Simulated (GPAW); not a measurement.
**Local fields in the sheet polarisability of CdBr2 (2H monolayer)**

Aim: the sheet polarisability of CdBr2 (2H monolayer), with and without local fields.

Program: GPAW 26.7.0. Level of theory: LDA and many-body steps on it, plane waves. Results are calculated unless marked as measured.

Report form: the programs' logs are mostly left out.

**1. Set-up**

The cell holds 3 atoms: 1 Cd and 2 Br. Its edges and angles: a = 3.761 Å, b = 3.761 Å, c = 14.400 Å, α = 90.0°, β = 90.0°, γ = 120.0°. Vacuum lies along c.

Coordinates:

```cif
data_structure
_symmetry_space_group_name_H-M 'P 1'
_symmetry_Int_Tables_number 1
_cell_length_a 3.7614
_cell_length_b 3.7614
_cell_length_c 14.4000
_cell_angle_alpha 90.000
_cell_angle_beta 90.000
_cell_angle_gamma 120.000
_cell_volume 176.44
loop_
_atom_site_label
_atom_site_type_symbol
_atom_site_fract_x
_atom_site_fract_y
_atom_site_fract_z
_atom_site_occupancy
Cd1 Cd 0.33333 0.66667 0.50000 1
Br2 Br 0.66667 0.33333 0.61842 1
Br3 Br 0.66667 0.33333 0.38158 1
```

The structure was relaxed with LDA. The runs that relaxed it are not among those shown.

**2. Empty states on the mesh, 12×12×1 mesh, 79 bands**

This step: GPAW 26.7.0; DFT, LDA, plane waves, PAW.

The sums over transitions need many empty states on a uniform mesh; this step solves for them.

The input, run.py:

```python
import json
import numpy as np
from gpaw.mpi import world
from gpaw import GPAW

calc = GPAW('gs.gpw').fixed_density(kpts={'size': (12, 12, 1), 'gamma': True},
    nbands=92,
    convergence={'bands': 79},
    txt='nscf.txt')
calc.write('full.gpw', mode='all')
res = {}
kpts = calc.get_ibz_k_points()
res['kpts'] = kpts
res['eigenvalues'] = [calc.get_eigenvalues(kpt=k) for k in range(len(kpts))]
res['n_electrons'] = calc.get_number_of_electrons()

if world.rank == 0:
    with open('result.json', 'w') as f:
        json.dump(res, f, default=lambda x: x.tolist())
```

Command:

```sh
> mpirun -n 8 gpaw python run.py
```

The job ended after 36 s (8 MPI ranks of Arm Neoverse V1, shared host; peak memory 1.5 GiB).

This step gave:

```yaml
gap: 2.567 eV
k_of_the_valence_top: 0, 0, 0
k_of_the_conduction_bottom: 0, 0, 0
least_direct_gap: 2.567 eV
k_points_computed: 19
lowest_point_of_the_top_converged_band_above_the_valence_top: 31.29 eV
```

On this mesh the gap is 2.567 eV.

**3. RPA response**

The response function is computed on a frequency grid, with local fields up to the given cutoff.

This step: linear response, RPA, on LDA, plane waves, PAW.

The input, run.py:

```python
import json
import numpy as np
from gpaw.mpi import world
from gpaw.response.df import DielectricFunction

df = DielectricFunction('full.gpw',
    ecut=50,
    nbands=79,
    eta=0.2,
    frequencies={'type': 'nonlinear', 'domega0': 0.05, 'omega2': 10.0},
    intraband=False,
    truncation='2D',
    txt='df.txt')
res = {'optical': {}, 'eels': []}
for d in 'x':
    y0, y = df.get_polarizability(direction=d, xc='RPA', filename=None)
    res['optical'][d] = [y0.real, y0.imag, y.real, y.imag]
res['w'] = df.get_frequencies()
for q_c in [[0.0833333333, 0, 0], [0.25, 0, 0], [0.5, 0, 0], [0.75, 0, 0], [1.25, 0, 0]]:
    res['eels'].append(df.get_eels_spectrum(q_c=q_c, xc='RPA', filename=None))

if world.rank == 0:
    with open('result.json', 'w') as f:
        json.dump(res, f, default=lambda x: x.tolist())
```

Command:

```sh
> mpirun -n 8 gpaw python run.py
```

Elapsed: 38 s, on 8 MPI ranks; peak memory 4.3 GiB; 4.9 min of CPU time.

Numbers from this step:

```yaml
static_polarisability_of_the_sheet_a: 1.789
the_same_without_local_fields: 2.107
```

The static value is 1.79.

The Im polarisability of the sheet has structure finer than the step of the table below, so its rows give means over 1 eV, whole bins alone (the curve runs from 0 to 39.8 eV). Peaks (eV: height): xx, no local fields 4.6: 2.15, 6.0: 3.30, 7.6: 4.39; xx, local fields 4.6: 1.84, 6.2: 2.74, 7.8: 3.30.

RPA, broadening 0.2 eV. The Im polarisability of the sheet by photon energy; means over each step:

| photon energy (eV) | xx, no local fields (Å) | xx, local fields (Å) |
| --- | --- | --- |
| 1 | 0.0292 | 0.0257 |
| 2 | 0.111 | 0.101 |
| 3 | 0.754 | 0.710 |
| 4 | 1.23 | 1.09 |
| 5 | 1.71 | 1.47 |
| 6 | 2.64 | 2.17 |
| 7 | 3.33 | 2.49 |
| 8 | 3.52 | 2.75 |
| 9 | 2.23 | 1.82 |
| 10 | 1.48 | 1.08 |
| 11 | 1.54 | 1.16 |
| 12 | 1.24 | 1.08 |
| 13 | 0.833 | 0.798 |
| 14 | 0.665 | 0.647 |
| 15 | 0.577 | 0.571 |
| 16 | 0.474 | 0.439 |
| 17 | 0.441 | 0.414 |
| 18 | 0.384 | 0.380 |
| 19 | 0.299 | 0.328 |
| 20 | 0.225 | 0.259 |
| 21 | 0.256 | 0.265 |
| 22 | 0.187 | 0.268 |
| 23 | 0.165 | 0.236 |
| 24 | 0.152 | 0.200 |
| 25 | 0.138 | 0.182 |
| 26 | 0.123 | 0.199 |
| 27 | 0.100 | 0.171 |
| 28 | 0.108 | 0.172 |
| 29 | 0.0884 | 0.165 |
| 30 | 0.0899 | 0.167 |
| 31 | 0.0751 | 0.170 |
| 32 | 0.0718 | 0.170 |
| 33 | 0.0519 | 0.151 |
| 34 | 0.0497 | 0.102 |
| 35 | 0.0494 | 0.0697 |
| 36 | 0.0370 | 0.0487 |
| 37 | 0.0381 | 0.0417 |
| 38 | 0.0370 | 0.0495 |
| 39 | 0.0256 | 0.0612 |

**4. RPA response, local-field cutoff (12×12×1 mesh, 79 bands, screening to 15 eV, broadening 0.2 eV)**

Changes to run.py since step 3:

```diff
@@ -6,3 +6,3 @@
 df = DielectricFunction('full.gpw',
-    ecut=50,
+    ecut=15,
     nbands=79,
@@ -18,3 +18,3 @@
 res['w'] = df.get_frequencies()
-for q_c in [[0.0833333333, 0, 0], [0.25, 0, 0], [0.5, 0, 0], [0.75, 0, 0], [1.25, 0, 0]]:
+for q_c in [[0.5, 0, 0]]:
     res['eels'].append(df.get_eels_spectrum(q_c=q_c, xc='RPA', filename=None))
```

Command:

```sh
> mpirun -n 8 gpaw python run.py
```

The job ended after 9.9 s (8 MPI ranks; peak memory 2.4 GiB).

This step gave:

```
static polarisability of the sheet (Å) : 1.834
the same without local fields          : 2.107
```

The static value is 1.83.

**5. RPA response, fewer bands (12×12×1 mesh, 18 bands, screening to 50 eV, broadening 0.2 eV)**

Changes to run.py since step 4:

```diff
@@ -6,4 +6,4 @@
 df = DielectricFunction('full.gpw',
-    ecut=15,
-    nbands=79,
+    ecut=50,
+    nbands=18,
     eta=0.2,
@@ -18,3 +18,3 @@
 res['w'] = df.get_frequencies()
-for q_c in [[0.5, 0, 0]]:
+for q_c in []:
     res['eels'].append(df.get_eels_spectrum(q_c=q_c, xc='RPA', filename=None))
```

Command:

```sh
> mpirun -n 8 gpaw python run.py
```

The job ended after 6 s (8 MPI ranks; peak memory 3.4 GiB).

Numbers from this step:

```yaml
static_polarisability_of_the_sheet_a: 1.561
the_same_without_local_fields: 1.705
```

**6. RPA response, scissors (12×12×1 mesh, 79 bands, screening to 50 eV, broadening 0.2 eV)**

Changes to run.py since step 5:

```diff
@@ -7,3 +7,3 @@
     ecut=50,
-    nbands=18,
+    nbands=79,
     eta=0.2,
@@ -12,2 +12,3 @@
     truncation='2D',
+    eshift=1.5,
     txt='df.txt')
```

Command:

```sh
> mpirun -n 8 gpaw python run.py
```

The job ended after 11 s (8 MPI ranks; peak memory 4 GiB).

Numbers from this step:

```yaml
static_polarisability_of_the_sheet_a: 1.470
the_same_without_local_fields: 1.718
```

The static value is 1.47.

**7. RPA response, q off the mesh (12×12×1 mesh, 79 bands, screening to 30 eV, broadening 0.2 eV)**

Changes to run.py since step 6:

```diff
@@ -6,3 +6,3 @@
 df = DielectricFunction('full.gpw',
-    ecut=50,
+    ecut=30,
     nbands=79,
@@ -12,3 +12,2 @@
     truncation='2D',
-    eshift=1.5,
     txt='df.txt')
@@ -19,3 +18,3 @@
 res['w'] = df.get_frequencies()
-for q_c in []:
+for q_c in [[0.137, 0, 0]]:
     res['eels'].append(df.get_eels_spectrum(q_c=q_c, xc='RPA', filename=None))
```

Command:

```sh
> mpirun -n 8 gpaw python run.py
```

It took 19 s on 8 MPI ranks; peak memory 2.6 GiB.

The run stopped with an error after 19 s.

The program's words: ValueError: Requested k-point is not on the grid. Please check that your q-points of interest are commensurate with the k-point grid.

The fault put into this input: q off the mesh.

**8. The runs together**

Times are wall times on 8 MPI ranks of Arm Neoverse V1, shared host. The host was busy with other work, so they are no guide to cost.

The polarisability of a sheet is α = (ε − 1) L / 4π, with L the height of the cell, and does not depend on L.

| run | static polarisability (Å) | without local fields | time |
| --- | --- | --- | --- |
| RPA response | 1.79 | 2.11 | 38 s |
| RPA response, local-field cutoff (12×12×1 mesh, 79 bands, screening to 15 eV, broadening 0.2 eV) | 1.83 | 2.11 | 9.9 s |
| RPA response, fewer bands (12×12×1 mesh, 18 bands, screening to 50 eV, broadening 0.2 eV) | 1.56 | 1.71 | 6 s |
| RPA response, scissors (12×12×1 mesh, 79 bands, screening to 50 eV, broadening 0.2 eV) | 1.47 | 1.72 | 11 s |

**9. Outcome**

```
RPA response                                                                                     : static polarisability (Å) 1.79
RPA response, local-field cutoff (12×12×1 mesh, 79 bands, screening to 15 eV, broadening 0.2 eV) : static polarisability (Å) 1.83
RPA response, fewer bands (12×12×1 mesh, 18 bands, screening to 50 eV, broadening 0.2 eV)        : static polarisability (Å) 1.56
RPA response, scissors (12×12×1 mesh, 79 bands, screening to 50 eV, broadening 0.2 eV)           : static polarisability (Å) 1.47
```

**Reading.** In the optical limit the electronic static polarisability (Å) is 1.79, against 2.11 without local fields. RPA response, local-field cutoff (12×12×1 mesh, 79 bands, screening to 15 eV, broadening 0.2 eV): static polarisability (Å) = 1.83. RPA response, fewer bands (12×12×1 mesh, 18 bands, screening to 50 eV, broadening 0.2 eV): static polarisability (Å) = 1.56. RPA response, scissors (12×12×1 mesh, 79 bands, screening to 50 eV, broadening 0.2 eV): static polarisability (Å) = 1.47. ε(0) converges slowly with a Γ-centred mesh, and this one is not shown settled. Unless a shift is named, the levels are those of the density functional, and only a kernel with a long-range part can bind an exciton.

[Paths, hosts, dates, memory and timing lines, banners, echoed tables and standing remarks are left out of the program output.]

[Logs are printed without paths, hosts, clocks, repeated set-up lines and the standing remarks that a program may print on its own settings, such as how far it seeks lower states.]

[Runs of the session that timed out or met a known fault of the program may be left out.]

[No measured gap is set beside runs whose start may be inverted or whose files or cutoffs have a known fault.]

[Hosts, paths, dates, database ids (printed as entryN), source tags and the programs' standing remarks are cut or masked in the printed files.]
